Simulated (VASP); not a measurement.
# BeH (Fm-3m) in VASP: notebook

One crystal, BeH, is run at these levels: PBE; tasks: single point.

Program: VASP 6.6.1. These are calculated values, not measurements. Logs are shortened: lines on timing, memory, paths and dates and some standing lists are left out, and cuts for length are marked.

### Step 1. The structure

It takes space group Fm-3m (No. 225, cubic). Conventional cell: a = 3.953 Å, b = 3.953 Å, c = 3.953 Å, α = 90.00°, β = 90.00°, γ = 90.00°. Be (site symmetry m-3m) is surrounded by 6 H at 1.98 Å. H (site symmetry m-3m) is surrounded by 6 Be at 1.98 Å.

The cell was built by a generator and needn't be a form met in nature.

### Step 2. Single point, PBE

Contents of INCAR:

```
SYSTEM = BeH
PREC     = Accurate       ! precision mode
ENCUT    = 520            ! plane-wave cutoff, eV
EDIFF    = 1E-6           ! SCF threshold, eV
ISMEAR   = -1             ! smearing method
SIGMA    = 0.0368         ! smearing width, eV
LREAL    = .False.        ! projectors in reciprocal space
LASPH    = .True.         ! aspherical terms in the spheres
NELM     = 80             ! most SCF steps
ALGO     = Normal         ! electronic algorithm
ISIF     = 2              ! what is computed and relaxed
LWAVE    = .False.        ! write WAVECAR
LCHARG   = .False.        ! write CHGCAR
GGA      = PE             ! functional
NBANDS   = 8              ! bands
```

Contents of KPOINTS:

```
regular mesh
0
Gamma
  8 8 8
  0 0 0
```

Contents of POSCAR:

```
BeH
1.0
    0.0000000000      1.9764790000      1.9764790000
    1.9764790000      0.0000000000      1.9764790000
    1.9764790000      1.9764790000      0.0000000000
Be H
1 1
Direct
    0.0000000000      0.0000000000      0.0000000000
    0.5000000000      0.5000000000      0.5000000000
```

Potentials or basis: VASP PAW PBE potentials, release 64 (Be, H).

Run with:

```
> cat potpaw_PBE.64/Be/POTCAR potpaw_PBE.64/H/POTCAR > POTCAR
> mpirun -np 1 vasp_std > vasp.out
```

OUTCAR:

```text
SYSTEM = BeH
   PREC = Accurate
   ENCUT = 520
   EDIFF = 1E-6
   ISMEAR = -1
   LREAL = .False.
   LASPH = .True.
   NELM = 80
   ISIF = 2
   GGA = PE

 ion  position               nearest neighbor table
   1  0.000  0.000  0.000-
   2  0.500  0.500  0.500-

  LATTYP: Found a face centered cubic cell.
 ALAT       =     3.9529580000

  Lattice vectors:

 A1 = (   0.0000000000,   1.9764790000,   1.9764790000)
 A2 = (   1.9764790000,   0.0000000000,   1.9764790000)
 A3 = (   1.9764790000,   1.9764790000,   0.0000000000)

Analysis of symmetry for initial positions (statically):
=====================================================================
 Subroutine PRICEL returns:
 Original cell was already a primitive cell.

 Routine SETGRP: Setting up the symmetry group for a
 face centered cubic supercell.

 Subroutine GETGRP returns: Found 48 space group operations
 (whereof 48 operations were pure point group operations)
 out of a pool of 48 trial point group operations.

The static configuration has the point symmetry O_h .

Analysis of symmetry for dynamics (positions and initial velocities):
=====================================================================
 Subroutine PRICEL returns:
 Original cell was already a primitive cell.

 Routine SETGRP: Setting up the symmetry group for a
 face centered cubic supercell.

 Subroutine GETGRP returns: Found 48 space group operations
 (whereof 48 operations were pure point group operations)
 out of a pool of 48 trial point group operations.

The dynamic configuration has the point symmetry O_h .

 Subroutine INISYM returns: Found 48 space group operations
 (whereof 48 operations are pure point group operations),
 and found     1 'primitive' translations

----------------------------------------------------------------------------------------

                                     Primitive cell

  volume of cell :      15.4421

  direct lattice vectors                    reciprocal lattice vectors
     0.000000000  1.976479000  1.976479000    -0.252975114  0.252975114  0.252975114
     1.976479000  0.000000000  1.976479000     0.252975114 -0.252975114  0.252975114
     1.976479000  1.976479000  0.000000000     0.252975114  0.252975114 -0.252975114

  length of vectors
     2.795163408  2.795163408  2.795163408     0.438165750  0.438165750  0.438165750

  position of ions in fractional coordinates (direct lattice)
     0.000000000  0.000000000  0.000000000
     0.500000000  0.500000000  0.500000000

  ion indices of the primitive-cell ions
   primitive index   ion index
                 1           1
                 2           2

----------------------------------------------------------------------------------------

 KPOINTS: regular mesh

Automatic generation of k-mesh.
 Grid dimensions read from file:
 generate k-points for:    8    8    8

 Generating k-lattice:

  Cartesian coordinates                     Fractional coordinates (reciprocal lattice)
    -0.031621889  0.031621889  0.031621889     0.125000000  0.000000000  0.000000000
     0.031621889 -0.031621889  0.031621889     0.000000000  0.125000000  0.000000000
     0.031621889  0.031621889 -0.031621889     0.000000000  0.000000000  0.125000000

  Length of vectors
     0.054770719  0.054770719  0.054770719

  Shift w.r.t. Gamma in fractional coordinates (k-lattice)
     0.000000000  0.000000000  0.000000000

 Subroutine IBZKPT returns following result:
 ===========================================

 Found     29 irreducible k-points:

 Following reciprocal coordinates:
            Coordinates               Weight
  0.000000  0.000000  0.000000      1.000000
  0.125000  0.000000  0.000000      8.000000
  0.250000  0.000000  0.000000      8.000000
  0.375000  0.000000  0.000000      8.000000
  0.500000  0.000000  0.000000      4.000000
  0.125000  0.125000  0.000000      6.000000
[... 16 lines left out ...]
  0.500000  0.250000  0.125000     48.000000
 -0.375000  0.250000  0.125000     24.000000
 [... further k-points ...]
   k-points           NKPTS =     29   k-points in BZ     NKDIM =     29   number of bands    NBANDS=      8
   number of dos      NEDOS =    301   number of ions     NIONS =      2
   total plane-waves  NPLWV =  13824
   dimension x,y,z NGX =    24 NGY =   24 NGZ =   24
   dimension x,y,z NGXF=    48 NGYF=   48 NGZF=   48
   ions per type =               1   1
   NGX,Y,Z   is equivalent  to a cutoff of  14.27, 14.27, 14.27 a.u.
   NGXF,Y,Z  is equivalent  to a cutoff of  28.55, 28.55, 28.55 a.u.
 SYSTEM =  BeH
   PREC   = accura    normal or accurate (medium, high low for compatibility)
   ISTART =      0    job   : 0-new  1-cont  2-samecut
   ICHARG =      2    charge: 1-file 2-atom 10-const
   ISPIN  =      1    spin polarized calculation?
   LNONCOLLINEAR =      F non collinear calculations
   LSORBIT =      F    spin-orbit coupling
   LASPH  =      T    aspherical Exc in radial PAW
   ENCUT  =  520.0 eV  38.22 Ry    6.18 a.u.   5.20  5.20  5.20*2*pi/ulx,y,z
   NELM   =     80;   NELMIN=  2; NELMDL= -5     # of ELM steps
   EDIFF  = 0.1E-05   stopping-criterion for ELM
   LREAL  =      F    real-space projection
   EDIFFG = 0.1E-04   stopping-criterion for IOM
   NSW    =      0    number of steps for IOM
   IBRION =     -1    ionic relax: 0-MD 1-quasi-New 2-CG
   NFREE  =      0    steps in history (QN), initial steepest desc. (CG)
   ISIF   =      2    stress and relaxation
   ISYM   =      2    0-nonsym 1-usesym 2-fastsym
   POTIM  = 0.5000    time-step for ionic-motion
   TEBEG  =    0.0;   TEEND  =   0.0 temperature during run
   PSTRESS=    0.0 pullay stress
   NELECT =       3.0000    total number of electrons
   NUPDOWN=      -1.0000    fix difference up-down
   EMIN   =  10.00;   EMAX   =-10.00  energy-range for DOS
   EFERMI =   0.00;   METHOD = LEGACY
   ISMEAR =    -1;   SIGMA  =   0.04  broadening in eV -4-tet -1-fermi 0-gaus
   EFERMI_NEDOS =   21; number of points for ismear=-14 and -15
   IALGO  =     38    algorithm
   IMIX   =      4    mixing-type and parameters
     AMIX     =   0.40;   BMIX     =  1.00
     AMIX_MAG =   1.60;   BMIX_MAG =  1.00
  volume/ion in A,a.u.               =       7.72        52.10
  Fermi-wavevector in a.u.,A,eV,Ry     =   0.948156  1.791755 12.231630  0.898999
  Thomas-Fermi vector in A             =   2.076317
   LORBIT       =      0    0 simple, 1 ext, 2 COOP (PROOUT), +10 PAW based schemes
   GGA     = PE    functional components
   LHFCALC =     F    Hartree Fock is set to
   AEXX    =    0.0000 exact exchange contribution
   IVDW    =     0    specifies the selected vdW correction
   LEPSILON=     F    determine dielectric tensor
   LRPA    =     F    only Hartree local field effects (RPA)
 non-spin polarized calculation
  energy-cutoff  :      520.00
  volume of cell :       15.44
 maximum number of plane-waves:       444
 NGX is ok and might be reduce to    24
   NGX = 11   NGY = 11   NGZ = 11

 number of electron       3.0000000 magnetization

 Free energy of the ion-electron system (eV)
  ---------------------------------------------------
  ext. energy  EPLUGINS =         0.00000000
  ---------------------------------------------------
  free energy    TOTEN  =        -5.64891626 eV

  energy without entropy =       -5.64467894  energy(sigma->0) =       -5.64679760

 E-fermi :   4.3419     XC(G=0):  -9.5406

 val. band max:        3.7957339101   @ k =  -0.2500   0.5000   0.2500
 cond. band min:       4.3595227800   @ k =  -0.2500   0.3750   0.1250
 fundamental gap:      0.5637888699
 Fermi energy:         4.3418787639

 k-point     1 :       0.0000    0.0000    0.0000
  band No.  band energies     occupation
      1      -7.3294      2.00000
      2      14.3676      0.00000
      3      14.3676      0.00000
      4      14.3676      0.00000
      5      14.8036      0.00000
      6      22.3529      0.00000
      7      22.3529      0.00000
      8      22.3529      0.00000

 k-point     2 :       0.1250    0.0000    0.0000
  band No.  band energies     occupation
      1      -6.9621      2.00000
      2      11.6334      0.00000
      3      14.0385      0.00000
      4      14.0385      0.00000
      5      15.0603      0.00000
      6      21.1229      0.00000
      7      23.0241      0.00000
      8      23.0241      0.00000

 k-point     3 :       0.2500    0.0000    0.0000
  band No.  band energies     occupation
      1      -5.8846      2.00000
      2       7.4623      0.00000
      3      13.4710      0.00000
      4      13.4710      0.00000
      5      14.2330      0.00000
      6      21.4921      0.00000
      7      21.7005      0.00000
      8      21.7005      0.00000

 k-point     4 :       0.3750    0.0000    0.0000
  band No.  band energies     occupation
      1      -4.2482      2.00000
      2       3.6725      2.00000
      3      13.1080      0.00000
      4      13.1080      0.00000
      5      13.4454      0.00000
      6      19.8870      0.00000
      7      19.8870      0.00000
      8      22.5461      0.00000

 k-point     5 :       0.5000    0.0000    0.0000
  band No.  band energies     occupation
      1      -3.0566      2.00000
      2       1.7330      2.00000
      3      13.0031      0.00000
      4      13.0031      0.00000
      5      13.1504      0.00000
      6      19.2206      0.00000
      7      19.2206      0.00000
      8      23.1263      0.00000

 k-point     6 :       0.1250    0.1250    0.0000
  band No.  band energies     occupation
      1      -6.8372      2.00000
      2      12.6475      0.00000
      3      12.9073      0.00000
      4      12.9073      0.00000
      5      15.1602      0.00000
      6      19.1640      0.00000
      7      24.3871      0.00000
      8      24.3871      0.00000

 k-point     7 :       0.2500    0.1250    0.0000
  band No.  band energies     occupation
      1      -5.9867      2.00000
      2       9.0661      0.00000
      3      11.9686      0.00000
      4      12.8562      0.00000
      5      13.9031      0.00000
      6      19.1627      0.00000
      7      23.4377      0.00000
      8      24.7298      0.00000
[... 133 lines left out ...]
 k-point    20 :      -0.3750    0.3750    0.0000
  band No.  band energies     occupation
      1      -0.5147      2.00000
      2       2.6781      2.00000
      3       4.9095      0.00000
      4       9.6988      0.00000
      5      12.0653      0.00000
      6      19.8460      0.00000
      7      27.0913      0.00000
      8      28.7307      0.00000

 k-point    21 :       0.5000    0.5000    0.0000
  band No.  band energies     occupation
      1      -0.1520      2.00000
      2       1.5396      2.00000
      3       8.6571      0.00000
      4       8.6571      0.00000
      5      11.1517      0.00000
      6      13.8419      0.00000
      7      32.4212      0.00000
      8      32.4214      0.00000

 k-point    22 :       0.3750    0.2500    0.1250
  band No.  band energies     occupation
      1      -4.9068      2.00000
      2       7.8400      0.00000
      3       8.6176      0.00000
      4      11.8716      0.00000
      5      13.7886      0.00000
      6      19.2990      0.00000
      7      23.4060      0.00000
      8      25.6058      0.00000

 k-point    23 :       0.5000    0.2500    0.1250
  band No.  band energies     occupation
      1      -3.2530      2.00000
      2       4.4323      0.15788
      3       7.8871      0.00000
      4      10.3592      0.00000
      5      13.8457      0.00000
      6      21.1702      0.00000
      7      23.1517      0.00000
      8      25.5798      0.00000

 k-point    24 :      -0.3750    0.2500    0.1250
  band No.  band energies     occupation
      1      -2.0195      2.00000
      2       2.4705      2.00000
      3       7.8538      0.00000
      4       9.7163      0.00000
      5      13.7602      0.00000
      6      21.6794      0.00000
      7      24.6500      0.00000
      8      25.0610      0.00000

 [... further k-points ...]

------------------------ aborting loop because EDIFF is reached ----------------------------------------

  FORCE on cell =-STRESS in cart. coord.  units (eV):
  Direction    XX          YY          ZZ          XY          YZ          ZX
  --------------------------------------------------------------------------------------
  -------------------------------------------------------------------------------------
  Total       -1.9311581     -1.9311581     -1.9311581      0.0000000      0.0000000     -0.0000000
  in kB     -200.3649691   -200.3649691   -200.3649691      0.0000000      0.0000000     -0.0000000
  external PRESSURE =    -200.3649691 kB  Pullay stress =       0.0000000 kB

 VOLUME and BASIS-vectors are now :
 -----------------------------------------------------------------------------
  energy-cutoff  :      520.00
  volume of cell :       15.44
      direct lattice vectors                 reciprocal lattice vectors
     0.000000000  1.976479000  1.976479000    -0.252975114  0.252975114  0.252975114
     1.976479000  0.000000000  1.976479000     0.252975114 -0.252975114  0.252975114
     1.976479000  1.976479000  0.000000000     0.252975114  0.252975114 -0.252975114

 POSITION                                       TOTAL-FORCE (eV/Angst)
 -----------------------------------------------------------------------------------
      0.00000      0.00000      0.00000         0.000000     -0.000000     -0.000000
      1.97648      1.97648      1.97648        -0.000000      0.000000      0.000000
 -----------------------------------------------------------------------------------
    total drift:                               -0.000000     -0.000000      0.000000

  FREE ENERGIE OF THE ION-ELECTRON SYSTEM (eV)
  ---------------------------------------------------
  free  energy   TOTEN  =        -5.6489162618 eV

  energy  without entropy=       -5.6446789386  energy(sigma->0) =       -5.64679760
```

Run time: 1.9 s. Hardware: 1 thread of Intel Xeon 6975P-C (Granite Rapids), shared host; peak memory 0.13 GiB.

Results:

- Free energy: -5.6489 eV
- Pressure: -20.0 GPa
- Band gap on the k mesh: none (metal or under the smearing width)

Caveat: so large a pressure means that the cell lies far from this level's equilibrium, or that cutoff or potentials fall short.

### Step 3. Single point, PBE

Contents of INCAR:

```
SYSTEM = BeH
  PREC = Accurate
  ENCUT = 520
  EDIFF = 1E-6
  ISMEAR = -1
  SIGMA = 0.0368
  LREAL = .FALSE.
  LASPH = .TRUE.
  NELM = 100
  ALGO = Normal
  ISIF = 2
  LWAVE = .FALSE.
  LCHARG = .TRUE.
  GGA = PE
  LELF = .TRUE.
  LVHAR = .TRUE.
  NBANDS = 8
```

Contents of KPOINTS:

```
Automatic mesh
0
G
  8 8 8
  0 0 0
```

POSCAR is that of step 2.

Potentials or basis: VASP PAW PBE potentials, release 64 (Be, H).

Run with:

```
> cat potpaw_PBE.64/Be/POTCAR potpaw_PBE.64/H/POTCAR > POTCAR
> mpirun -np 1 vasp_std > vasp.out
```

Run time: 2 s. Hardware: 1 thread of Intel Xeon 6975P-C (Granite Rapids), shared host; peak memory 0.13 GiB.

The run converged. Its results:

```
Free energy            : -5.6489 eV
Pressure               : -20.0 GPa
Band gap on the k mesh : none (metal or under the smearing width)
```

Levels at points of the mesh, in eV from the Fermi level:
```csv
k point,band 1,band 2,band 3,band 4,band 5
"(0.00, 0.00, 0.00)",-11.67,10.03,10.03,10.03,10.46
"(0.50, 0.00, 0.00)",-7.40,-2.61,8.66,8.66,8.81
"(0.50, 0.50, 0.00)",-4.49,-2.80,4.32,4.32,6.81
```

Caveat: so large a pressure means that the cell lies far from this level's equilibrium, or that cutoff or potentials fall short.
